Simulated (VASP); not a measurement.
The system is C.

```
C
1.0
     2.46100    0.00000    0.00000
    -1.23050    2.13129    0.00000
     0.00000    0.00000    6.70800
C
4
Direct
  0.00000 0.00000 0.25000
  0.33333 0.66667 0.25000
  0.00000 0.00000 0.75000
  0.33333 0.66667 0.75000
```

The cell was built by a generator and needn't be a form met in nature.

Base run:

- Program: VASP 6.6.1
- Functional: PBE
- Potentials or basis: VASP PAW PBE potentials, release 64 (C)
- Cutoff: 520 eV
- k mesh: 16 × 16 × 4
- Occupations: fermi-dirac, width 0.05 eV
- Spin: no spin polarisation

Its results: band gap on the k mesh 0.12 eV; pressure 3.8 GPa.

The run is repeated on the same cell with these changes: dispersion from none to D3(BJ). What comes out?

Band gap on the k mesh 0.12 eV; pressure 2.5 GPa.

Dispersion adds attraction, which lowers the pressure at fixed volume and, as a term added to the energy, leaves the levels alone.

Caveats: this functional lacks dispersion, which binds the layers, so the pressure and a relaxed spacing across them are unreliable (some runs).

A k mesh can miss the band edges.
